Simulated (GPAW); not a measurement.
Wanted: an ASE script for a GPAW 26.7.0 run.

- Task: band structure
- Functional: PBE
- Potentials or basis: PAW data sets generated in the run's folder for this functional
- Cutoff: 600 eV
- Basis: pw
- k mesh: 6 × 6 × 6
- Occupations: fermi-dirac, width 0.05 eV
- Spin: no spin polarisation
- Maxiter: 150
- Band path: GXWKGLUWLK,UX
- Band points: 100

The structure of CdS (Hawleyite) lies in POSCAR:

```
CdS
1.0
    0.0000000000      2.9165000000      2.9165000000
    2.9165000000      0.0000000000      2.9165000000
    2.9165000000      2.9165000000      0.0000000000
Cd S
1 1
Direct
    0.0000000000      0.0000000000      0.0000000000
    0.7500000000      0.7500000000      0.7500000000
```

The input as run:

run.py

```python
from ase.dft.bandgap import bandgap
from ase.io import read, write
from ase.units import GPa
from gpaw import GPAW, PW, setup_paths

setup_paths.insert(0, '.')

atoms = read('POSCAR')

calc = GPAW(mode=PW(600),
            xc='PBE',
            kpts={'size': (6, 6, 6), 'gamma': True},
            occupations={'name': 'fermi-dirac', 'width': 0.05},
            nbands=18,
            convergence={'density': 1e-05, 'energy': 1e-05},
            maxiter=150,
            txt='gpaw.txt')
atoms.calc = calc
energy = atoms.get_potential_energy()
forces = atoms.get_forces()
stress = atoms.get_stress()
calc.write('gs.gpw')
write('result.traj', atoms)
print(f'Energy: {energy:.6f} eV')
print('Forces (eV/A):')
print(forces.round(4))
print('Stress (GPa):', (stress / GPa).round(3))
print('Fermi level:', round(calc.get_fermi_level(), 4), 'eV')
print(f'Gap: {bandgap(calc)[0]:.4f} eV, direct: {bandgap(calc, direct=True)[0]:.4f} eV')

path = atoms.cell.bandpath('GXWKGLUWLK,UX', npoints=100, eps=1e-4)
bs_calc = calc.fixed_density(kpts=path, symmetry='off', nbands=29,
                             convergence={'bands': 'CBM+6.0', 'eigenstates': 1e-6}, txt='bands.txt')
bs = bs_calc.band_structure()
bs.write('bs.json')
print(f'Gap on the path: {bandgap(bs_calc)[0]:.4f} eV')
```

Potentials or basis: PAW data sets generated in the run's folder for this functional, pw.

Launch:

```sh
$ gpaw-setup -f PBE Cd S
$ OMP_NUM_THREADS=1 python run.py
```

It gave:

- Pressure: 2.6 GPa
- Band gap on the k mesh: 1.13 eV, direct
- Band gap along the path: 1.13 eV, direct

Wall time 43 s on 1 thread of Arm Neoverse V2, with other jobs on the host, peak memory 0.28 GiB.
